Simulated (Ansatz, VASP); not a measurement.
**Sr in VASP and in Ansatz**

```
CELL_PARAMETERS angstrom
6.69416 0.00000 0.00000
-3.34708 5.79731 0.00000
0.00000 0.00000 4.09777
ATOMIC_POSITIONS crystal
Sr 0.33373 0.00000 0.33333
Sr 0.00000 0.33373 0.66667
Sr 0.66627 0.66627 0.00000
```

Alike in both runs: functional PBE; k mesh 6 × 6 × 4; occupations gaussian, width 0.1 eV; no spin polarisation.

Ansatz relaxed the structure, and its values are those at the end. VASP's run is a single point on that final structure, the one shown.

|  | VASP | Ansatz |
| --- | --- | --- |
| version | VASP 6.6.1 | Ansatz 0.2.0 |
| potentials or method | VASP PAW PBE potentials, release 64 (Sr_sv) | scalar-relativistic, plane waves, PAW |
| plane-wave cutoff (eV) | 520 | 420 |
| valence electrons in the cell | 30 | 30 |

```csv
,VASP,Ansatz,Ansatz less VASP
gap on the k mesh at the Fermi level (eV),none,none,-
pressure (GPa),0.2,0.2,-0.01
rms of the force components (eV/Å),0.004,0.004,0.0000
```

A gap of «none» marks a metal or a gap that the smearing closes.

Caveats: the k mesh is coarse (spacing up to 0.38 Å⁻¹), so the values aren't converged.
